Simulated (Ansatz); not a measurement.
The system is Li2S.

```
CELL_PARAMETERS angstrom
0.00000 2.84450 2.84450
2.84450 0.00000 2.84450
2.84450 2.84450 0.00000
ATOMIC_POSITIONS crystal
S 0.00000 0.00000 0.00000
Li 0.75000 0.75000 0.75000
Li 0.25000 0.25000 0.25000
```

Base run:

- Program: Ansatz 0.2.0
- Functional: RPBE
- Potentials or basis: Ansatz PAW
- Cutoff: 420 eV
- Density cutoff: 1680 eV
- k mesh: 5 × 5 × 5
- Occupations: fermi-dirac, width 0.05 eV
- Spin: no spin polarisation

Its results: band gap on the k mesh 3.83 eV, indirect (least direct gap 4.47 eV); pressure 2.1 GPa.

The run is repeated on the same cell with these changes: functional from RPBE to PBE. What comes out?

Band gap on the k mesh 3.67 eV, indirect (least direct gap 4.29 eV); pressure 0.4 GPa.

PBE binds more tightly than RPBE, so the same cell stands under less pressure.

Caveats: odd divisions of the mesh miss points on the zone boundary, where band edges often lie, so the gap on the mesh can be too wide; the density of states is complete only up to the lowest level of the last band computed; the potentials were made for another functional, which shifts forces and pressure (some runs); the PAW data sets come from PBE, with cores solved anew for the run's functional, which leaves a small shift of forces and pressure (some runs).

A k mesh can miss the band edges.

Not every run made on this cell is shown here.
